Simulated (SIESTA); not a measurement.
Crystal: PtS2.

```
Pt S
1.0
     3.54320    0.00000    0.00000
    -1.77160    3.06850    0.00000
     0.00000    0.00000    5.03880
Pt S
1 2
Direct
  0.00000 0.00000 0.00000
  0.66667 0.33333 0.77300
  0.33333 0.66667 0.22700
```

* Program: SIESTA 5.4.2
* Task: relaxation of cell and atoms
* Functional: PBE
* Potentials or basis: PseudoDojo 0.4 standard (PBE files)
* Basis: DZP (energy shift 0.01 Ry)
* Grid cutoff: 800 Ry
* Energy shift: 0.01 Ry
* k mesh: 9 × 9 × 5
* Occupations: fermi-dirac, width 0.05 eV
* Spin: no spin polarisation

At the start: pressure 13.3 GPa; volume 18.26 Å³/atom.

**Question.** How do energy, volume and symmetry change on relaxing?

**Answer.** Over 8 steps the energy falls by 76.6 meV/atom and the volume is 18.92 Å³/atom (+3.6 %); space group P-3m1 (No. 164, to 0.05 Å).

The path:
```tsv
step	energy change (eV)	largest force (eV/Å)	pressure (GPa)	volume (Å³)
1	0.0000	1.7835	13.29	54.78
2	-0.1981	0.6036	4.80	55.79
3	-0.1536	0.9054	-5.61	57.44
4	-0.2287	0.0784	0.04	56.47
5	-0.2048	0.0481	-2.53	58.71
6	-0.2295	0.0568	-0.37	56.81
7	-0.2272	0.1814	1.24	56.58
8	-0.2298	0.0025	-0.01	56.76
```

Final structure:
```
CELL_PARAMETERS angstrom
3.59063 -0.00001 0.00000
-1.79532 3.10957 0.00000
0.00000 0.00000 5.08331
ATOMIC_POSITIONS crystal
Pt 0.00000 0.00000 0.00000
S 0.66667 0.33333 0.75529
S 0.33333 0.66667 0.24471
```

Caveat: semicore shells carry a single zeta, which can move pressures by several GPa and volumes by a few percent; the basis of atomic orbitals isn't converged, which shifts pressures, moduli and gaps.
